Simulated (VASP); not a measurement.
# PtSe2 (Sudovikovite) (P-3m1) in VASP: a series of runs, part 2 of 2

VASP 6.6.1. The steps go on from the part before.

## 3. Density of states, PBE

The input, POSCAR:

```
PtSe2
1.0
    3.7240000000      0.0000000000      0.0000000000
   -1.8620000000      3.2250786037      0.0000000000
    0.0000000000      0.0000000000      5.0620000000
Pt Se
1 2
Direct
    0.0000000000      0.0000000000      0.0000000000
    0.6666666667      0.3333333333      0.7500000000
    0.3333333333      0.6666666667      0.2500000000
```

The input, INCAR.step1:

```
PREC = Accurate
ENCUT = 520
EDIFF = 1E-7
ISMEAR = 0
SIGMA = 0.02
LREAL = F
LASPH = T
NELM = 60
ALGO = Fast
ISIF = 2
LWAVE = F
LCHARG = T
LMAXMIX = 4
GGA = PE
NBANDS = 18
```

The input, KPOINTS.step1:

```
regular mesh
0
Gamma
  8 8 5
```

The input, INCAR.step2:

```
PREC = Accurate
ENCUT = 520
EDIFF = 1E-7
ISMEAR = -5
SIGMA = 0.02
LREAL = F
LASPH = T
NELM = 60
ALGO = Fast
ISIF = 2
LWAVE = F
LCHARG = F
LMAXMIX = 4
GGA = PE
LORBIT = 11
NBANDS = 18
NEDOS = 1001
ICHARG = 11
```

The input, KPOINTS.step2:

```
regular mesh
0
Gamma
  12 12 8
```

Potentials or basis: VASP PAW PBE potentials, release 64 (Pt, Se).

Started as:

```console
> cat potpaw_PBE.64/Pt/POTCAR potpaw_PBE.64/Se/POTCAR > POTCAR
> cp INCAR.step1 INCAR
> cp KPOINTS.step1 KPOINTS
> mpirun -np 1 vasp_std > vasp.out
> cp INCAR.step2 INCAR
> cp KPOINTS.step2 KPOINTS
> mpirun -np 1 vasp_std > vasp.out
```

OUTCAR:

```text
PREC = Accurate
   ENCUT = 520
   EDIFF = 1E-7
   ISMEAR = -5
   LREAL = F
   LASPH = T
   NELM = 60
   ISIF = 2
   GGA = PE
   LORBIT = 11
   ICHARG = 11

 ion  position               nearest neighbor table
   1  0.000  0.000  0.000-   2 2.49   3 2.49   2 2.49   3 2.49   2 2.49   3 2.49
   2  0.667  0.333  0.750-   1 2.49   1 2.49   1 2.49
   3  0.333  0.667  0.250-   1 2.49   1 2.49   1 2.49

  LATTYP: Found a hexagonal cell.
 ALAT       =     3.7240000000
 C/A-ratio  =     1.3592910849

  Lattice vectors:

 A1 = (   3.7240000000,   0.0000000000,   0.0000000000)
 A2 = (  -1.8620000000,   3.2250786037,   0.0000000000)
 A3 = (   0.0000000000,   0.0000000000,   5.0620000000)

Analysis of symmetry for initial positions (statically):
=====================================================================
 Subroutine PRICEL returns:
 Original cell was already a primitive cell.

 Routine SETGRP: Setting up the symmetry group for a
 hexagonal supercell.

[... 179 lines left out ...]
  band No.  band energies     occupation
      1      -9.1762      2.00000
      2      -6.3506      2.00000
      3      -0.6623      2.00000
      4       0.0362      2.00000
      5       0.0362      2.00000
      6       2.4915      2.00000
[... 481 lines left out ...]
      5       0.4612      2.00000
      6       1.9116      2.00000
[... 10 lines left out ...]
     17      15.1332      0.00000
     18      15.1519      0.00000

 [... further k-points ...]

------------------------ aborting loop because EDIFF is reached ----------------------------------------

  FORCE on cell =-STRESS in cart. coord.  units (eV):
  Direction    XX          YY          ZZ          XY          YZ          ZX
  --------------------------------------------------------------------------------------
  -------------------------------------------------------------------------------------
  Total        3.0092606      3.0092606      2.3642928      0.0000000      0.0000000      0.0000000
  in kB       79.3045799     79.3045799     62.3074137      0.0000000      0.0000000      0.0000000
  external PRESSURE =      73.6388578 kB  Pullay stress =       0.0000000 kB

 VOLUME and BASIS-vectors are now :
 -----------------------------------------------------------------------------
  energy-cutoff  :      520.00
  volume of cell :       60.80
      direct lattice vectors                 reciprocal lattice vectors
     3.724000000  0.000000000  0.000000000     0.268528464  0.155034981  0.000000000
    -1.862000000  3.225078604  0.000000000     0.000000000  0.310069962  0.000000000
     0.000000000  0.000000000  5.062000000     0.000000000  0.000000000  0.197550375

 POSITION                                       TOTAL-FORCE (eV/Angst)
 -----------------------------------------------------------------------------------
      0.00000      0.00000      0.00000        -0.000000      0.000000     -0.000000
      1.86200      1.07503      3.79650         0.000000     -0.000000     -0.557834
     -0.00000      2.15005      1.26550        -0.000000      0.000000      0.557834
 -----------------------------------------------------------------------------------
    total drift:                               -0.000000     -0.000000     -0.000000

  FREE ENERGIE OF THE ION-ELECTRON SYSTEM (eV)
  ---------------------------------------------------
  free  energy   TOTEN  =       -14.1856230375 eV

  energy  without entropy=      -14.1856230375  energy(sigma->0) =      -14.18562304

 total charge

# of ion       s       p       d       tot
------------------------------------------
    1        0.692   0.729   8.037   9.459
    2        1.484   2.248   0.070   3.802
    3        1.484   2.248   0.070   3.802
--------------------------------------------------
tot          3.661   5.225   8.178  17.064
```

Wall time 94 s (1 thread of Intel Xeon Platinum 8488C (Sapphire Rapids), shared host); peak memory 0.27 GiB.

Results:

| Item | Value |
| --- | --- |
| Valence electrons inside the program's atomic spheres | Pt 9.46; Se 3.80 |

Levels at points of the mesh, in eV from the Fermi level:
```csv
k point,band 8,band 9,band 10,band 11,band 12,band 13,band 14,band 15
"(0.00, 0.00, 0.00)",-2.69,-1.16,-1.16,0.32,1.37,1.37,3.52,4.12
"(0.50, 0.00, 0.00)",-3.64,-3.63,-3.54,-3.08,0.57,2.26,4.69,5.74
"(0.00, 0.00, 0.50)",-3.04,-1.81,-1.60,-1.60,2.21,2.21,4.71,6.23
"(0.50, 0.00, 0.50)",-3.64,-3.34,-2.95,-1.47,0.90,1.43,4.47,4.69
```

States per cell in windows of 1 eV (zero at the Fermi level; states under -8 eV left out):
```csv
from (eV),total,Pt1_d,Se2_p,Se3_p,Pt1_p,Pt1_s,Se2_d
-8.0,0.90,0.18,0.12,0.12,0.01,0.15,0.00
-7.0,3.48,1.53,0.43,0.43,0.06,0.11,0.01
-6.0,2.41,0.99,0.28,0.28,0.06,0.11,0.01
-5.0,3.12,1.80,0.27,0.27,0.08,0.04,0.01
-4.0,3.17,1.93,0.22,0.22,0.08,0.13,0.01
-3.0,2.59,0.96,0.39,0.39,0.16,0.02,0.01
-2.0,1.85,0.42,0.39,0.39,0.14,0.01,0.01
-1.0,0.49,0.08,0.12,0.12,0.03,0.00,0.00
0.0,1.60,0.56,0.24,0.24,0.02,0.01,0.01
1.0,2.37,0.70,0.49,0.49,0.02,0.01,0.02
2.0,0.03,0.01,0.01,0.01,0.00,0.00,0.00
3.0,0.03,0.00,0.00,0.00,0.00,0.01,0.00
4.0,1.49,0.07,0.11,0.11,0.07,0.32,0.07
5.0,1.39,0.05,0.10,0.10,0.10,0.18,0.07
6.0,1.20,0.06,0.06,0.06,0.12,0.03,0.07
7.0,2.11,0.09,0.08,0.08,0.26,0.02,0.17
```

Caveat: tetrahedron occupations give inexact forces and stress in metals.

## 4. Electric field gradients, PBE

The input, INCAR:

```
SYSTEM = PtSe2
PREC = Accurate ; ENCUT = 520
EDIFF = 1E-8 ; ISMEAR = 0
SIGMA = 0.02 ; LREAL = .FALSE.
LASPH = .TRUE. ; NELM = 100
ALGO = Normal ; ISIF = 2
LWAVE = .FALSE. ; LCHARG = .FALSE.
GGA = PE ; LEFG = .TRUE.
```

The input, KPOINTS:

```
Automatic mesh
0
G
  8 8 5
  0 0 0
```

POSCAR is that of step 3.

Potentials or basis: VASP PAW PBE potentials, release 64 (Pt, Se).

Started as:

```console
> cat potpaw_PBE.64/Pt/POTCAR potpaw_PBE.64/Se/POTCAR > POTCAR
> mpirun -np 1 vasp_std > vasp.out
```

OUTCAR:

```text
SYSTEM = PtSe2
   PREC = Accurate
   ENCUT = 520
   EDIFF = 1E-8
   ISMEAR = 0
   LREAL = .FALSE.
   LASPH = .TRUE.
   NELM = 100
   ISIF = 2
   GGA = PE

 ion  position               nearest neighbor table
   1  0.000  0.000  0.000-   2 2.49   3 2.49   2 2.49   3 2.49   2 2.49   3 2.49
   2  0.667  0.333  0.750-   1 2.49   1 2.49   1 2.49
   3  0.333  0.667  0.250-   1 2.49   1 2.49   1 2.49

  LATTYP: Found a hexagonal cell.
 ALAT       =     3.7240000000
 C/A-ratio  =     1.3592910849

  Lattice vectors:

 A1 = (   3.7240000000,   0.0000000000,   0.0000000000)
 A2 = (  -1.8620000000,   3.2250786037,   0.0000000000)
 A3 = (   0.0000000000,   0.0000000000,   5.0620000000)

Analysis of symmetry for initial positions (statically):
=====================================================================
 Subroutine PRICEL returns:
 Original cell was already a primitive cell.

 Routine SETGRP: Setting up the symmetry group for a
 hexagonal supercell.

 Subroutine GETGRP returns: Found 12 space group operations
 (whereof 12 operations were pure point group operations)
 out of a pool of 24 trial point group operations.

The static configuration has the point symmetry D_3d.

Analysis of symmetry for dynamics (positions and initial velocities):
=====================================================================
 Subroutine PRICEL returns:
 Original cell was already a primitive cell.

 Routine SETGRP: Setting up the symmetry group for a
 hexagonal supercell.

[... 585 lines left out ...]
      8       3.0586      2.00000
      9       3.3507      2.00000
     10       4.0267      2.00000
     11       5.0041      2.00000
     12       6.9225      0.00000
     13       7.8959      0.00000
     14      11.5536      0.00000
     15      13.6614      0.00000

 [... further k-points ...]

------------------------ aborting loop because EDIFF is reached ----------------------------------------

  FORCE on cell =-STRESS in cart. coord.  units (eV):
  Direction    XX          YY          ZZ          XY          YZ          ZX
  --------------------------------------------------------------------------------------
  -------------------------------------------------------------------------------------
  Total        2.9938882      2.9938882      2.3364000     -0.0000000     -0.0000000      0.0000000
  in kB       78.8994613     78.8994613     61.5723395     -0.0000000     -0.0000000      0.0000000
  external PRESSURE =      73.1237540 kB  Pullay stress =       0.0000000 kB

 VOLUME and BASIS-vectors are now :
 -----------------------------------------------------------------------------
  energy-cutoff  :      520.00
  volume of cell :       60.80
      direct lattice vectors                 reciprocal lattice vectors
     3.724000000  0.000000000  0.000000000     0.268528464  0.155034981  0.000000000
    -1.862000000  3.225078604  0.000000000     0.000000000  0.310069962  0.000000000
     0.000000000  0.000000000  5.062000000     0.000000000  0.000000000  0.197550375

 POSITION                                       TOTAL-FORCE (eV/Angst)
 -----------------------------------------------------------------------------------
      0.00000      0.00000      0.00000         0.000000      0.000000      0.000000
      1.86200      1.07503      3.79650        -0.000000      0.000000     -0.575021
     -0.00000      2.15005      1.26550         0.000000     -0.000000      0.575021
 -----------------------------------------------------------------------------------
    total drift:                               -0.000000     -0.000000     -0.000000

  FREE ENERGIE OF THE ION-ELECTRON SYSTEM (eV)
  ---------------------------------------------------
  free  energy   TOTEN  =       -14.1850779215 eV

  energy  without entropy=      -14.1848986265  energy(sigma->0) =      -14.18498827

 Electric field gradients (V/A^2)
---------------------------------------------------------------------
 ion       V_xx      V_yy      V_zz      V_xy      V_xz      V_yz
---------------------------------------------------------------------
   1     -70.349   -70.349   140.699    -0.000    -0.000     0.000
   2      28.986    28.985   -57.971    -0.000    -0.000     0.000
   3      28.986    28.985   -57.971    -0.000    -0.000     0.000
---------------------------------------------------------------------

 Electric field gradients after diagonalization (V/A^2)
 (convention: |V_zz| > |V_xx| > |V_yy|)
----------------------------------------------------------------------
 ion       V_xx      V_yy      V_zz     asymmetry (V_yy - V_xx)/ V_zz
----------------------------------------------------------------------
   1     -70.350   -70.349   140.699       0.000
   2      28.986    28.985   -57.971       0.000
   3      28.986    28.985   -57.971       0.000
----------------------------------------------------------------------

           NMR quadrupolar parameters

 Cq : quadrupolar parameter    Cq=e*Q*V_zz/h
 eta: asymmetry parameters     (V_yy - V_xx)/ V_zz
 Q  : nuclear electric quadrupole moment in mb (millibarn)
----------------------------------------------------------------------
 ion       Cq(MHz)       eta       Q (mb)
----------------------------------------------------------------------
   1       0.340       0.000       1.000
   2      -0.140       0.000       1.000
   3      -0.140       0.000       1.000
----------------------------------------------------------------------
```

OSZICAR:

```text
N       E                     dE             d eps       ncg     rms          rms(c)
DAV:   1     0.115341401175E+03    0.11534E+03   -0.10174E+04  1232   0.129E+03
DAV:   2    -0.102435957961E+02   -0.12558E+03   -0.12264E+03  1550   0.236E+02
DAV:   3    -0.149465585117E+02   -0.47030E+01   -0.46863E+01  1445   0.491E+01
DAV:   4    -0.149805357451E+02   -0.33977E-01   -0.33973E-01  1494   0.456E+00
DAV:   5    -0.149809313235E+02   -0.39558E-03   -0.39558E-03  1480   0.460E-01    0.131E+01
DAV:   6    -0.143925322873E+02    0.58840E+00   -0.49784E+00  1221   0.223E+01    0.801E+00
DAV:   7    -0.142059388860E+02    0.18659E+00   -0.98008E-01  1221   0.106E+01    0.391E+00
DAV:   8    -0.141873351268E+02    0.18604E-01   -0.57639E-02  1305   0.207E+00    0.874E-01
DAV:   9    -0.141848699900E+02    0.24651E-02   -0.93277E-03  1382   0.102E+00    0.161E-01
DAV:  10    -0.141850703953E+02   -0.20041E-03   -0.14189E-03  1382   0.272E-01    0.448E-02
DAV:  11    -0.141850737565E+02   -0.33612E-05   -0.43249E-05  1522   0.555E-02    0.324E-02
DAV:  12    -0.141850771276E+02   -0.33711E-05   -0.14061E-05  1326   0.270E-02    0.401E-03
DAV:  13    -0.141850777465E+02   -0.61888E-06   -0.12093E-06  1543   0.829E-03    0.125E-03
DAV:  14    -0.141850778486E+02   -0.10215E-06   -0.13256E-07  1417   0.278E-03    0.771E-04
DAV:  15    -0.141850779154E+02   -0.66792E-07   -0.34453E-08  1394   0.147E-03    0.113E-04
DAV:  16    -0.141850779274E+02   -0.12006E-07   -0.12597E-09   936   0.268E-04    0.693E-05
DAV:  17    -0.141850779215E+02    0.59451E-08   -0.20488E-10   628   0.110E-04
   1 F= -.14185078E+02 E0= -.14184988E+02  d E =-.179295E-03
```

stdout:

```text
POSCAR found type information on POSCAR PtSe
 POSCAR found :  2 types and       3 ions
 scaLAPACK will be used
 LDA part: xc-table for (Slater+PW92), standard interpolation
 POSCAR, INCAR and KPOINTS ok, starting setup
 FFT: planning ... GRIDC
 FFT: planning ... GRID_SOFT
 FFT: planning ... GRID
 WAVECAR not read
 entering main loop
ion   1

ion   2

ion   3
```

It took 28 s on 1 thread of Intel Xeon Platinum 8488C (Sapphire Rapids), shared host; peak memory 0.19 GiB.

What came out:

| Quantity | Value |
| --- | --- |
| Free energy | -14.1851 eV |
| Pressure | 7.3 GPa |
| Largest force | 0.575 eV/Å |
| Band gap on the k mesh | none (metal or under the smearing width) |

Forces in eV/Å, atoms in the order of the input:
```
Pt   0.000  0.000  0.000
Se   0.000  0.000 -0.575
Se   0.000  0.000  0.575
```

Stress tensor (GPa, compression positive):
```
7.89 0.00 0.00
0.00 7.89 0.00
0.00 0.00 6.16
```

Levels at points of the mesh, in eV from the Fermi level:
| k point | band 7 | band 8 | band 9 | band 10 | band 11 | band 12 | band 13 | band 14 | band 15 |
| --- | --- | --- | --- | --- | --- | --- | --- | --- | --- |
| (0.00, 0.00, 0.00) | -4.14 | -2.69 | -1.16 | -1.16 | 0.32 | 1.37 | 1.37 | 3.52 | 4.12 |
| (0.50, 0.00, 0.00) | -3.81 | -3.64 | -3.63 | -3.54 | -3.08 | 0.57 | 2.26 | 4.68 | 5.74 |

Electric field gradients, principal values (V/Å²):
```
atom      Vxx      Vyy      Vzz
1 Pt  -70.349  -70.350  140.699
2 Se   28.985   28.986  -57.971
3 Se   28.985   28.986  -57.971
```

## 5. For comparison

An earlier run on the cell as given: functional PBE; potentials or basis VASP PAW PBE potentials, release 64 (Pt, Se); cutoff 520 eV; k mesh 8 × 8 × 5; occupations fermi-dirac, width 0.05 eV; no spin polarisation.

- Pressure: 7.3 GPa
- Largest force: 0.599 eV/Å
- Band gap on the k mesh: none (metal or under the smearing width)

## 6. Overview

| task | smearing | k mesh for the DOS | occupations for the DOS | gap on the mesh (eV) | pressure (GPa) | largest force (eV/Å) |
| --- | --- | --- | --- | --- | --- | --- |
| optical spectrum | gaussian 0.02 eV | - | - | none | 7.3 | 0.57 |
| density of states | gaussian 0.02 eV | 12 × 12 × 8 | tetrahedron | - | - | - |
| electric field gradients | gaussian 0.02 eV | - | - | none | 7.3 | 0.58 |
| single point | fermi-dirac 0.05 eV | - | - | none | 7.3 | 0.60 |

Alike in all rows: level PBE; potentials or basis VASP PAW PBE potentials, release 64 (Pt, Se); no spin polarisation; cell as given; k mesh 8 × 8 × 5; cutoff (eV) 520.

Every run on the cell as given and a fine mesh finds a metal.

Caveats: spectra need much finer meshes, so this one isn't converged (some runs); independent-particle spectra lack excitons (some runs); the intraband (Drude) part of a metal's response may be missing (some runs); tetrahedron occupations give inexact forces and stress in metals (some runs).

Absolute energies hang on the potentials; compare differences alone.
